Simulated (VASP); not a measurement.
Crystal: CeO2.

```
Ce O
1.0
     0.00000    2.70365    2.70365
     2.70365    0.00000    2.70365
     2.70365    2.70365    0.00000
Ce O
1 2
Direct
  0.00000 0.00000 0.00000
  0.75000 0.75000 0.75000
  0.25000 0.25000 0.25000
```

Base run:

* Program: VASP 6.6.1
* Functional: r2SCAN-EpsX
* Potentials or basis: VASP PAW PBE potentials, release 64 (Ce, O)
* Cutoff: 520 eV
* k mesh: 6 × 6 × 6
* Occupations: gaussian, width 0.02 eV
* Spin: collinear spin, ferromagnetic start
* Starting moments: [1.0, 0.0, 0.0] μB

Its results: band gap on the k mesh 3.50 eV, indirect (least direct gap 3.61 eV); pressure 0.1 GPa; net moment 0.00 μB per cell.

Task: The run is repeated on the same cell with these changes: functional from r2SCAN-EpsX to HSE06. What comes out?

Result: Band gap on the k mesh 3.71 eV, indirect (least direct gap 3.85 eV); pressure -1.5 GPa; net moment 0.00 μB per cell.

Caveats: the magnetic or orbital state may not be the lowest; the PAW data sets were made with another functional, which shifts forces and pressure a little; spin-orbit coupling is left out, which moves the levels of the heavy elements; the mesh misses the band edges, which the band path finds closer together.

Not every run made on this cell is shown here.
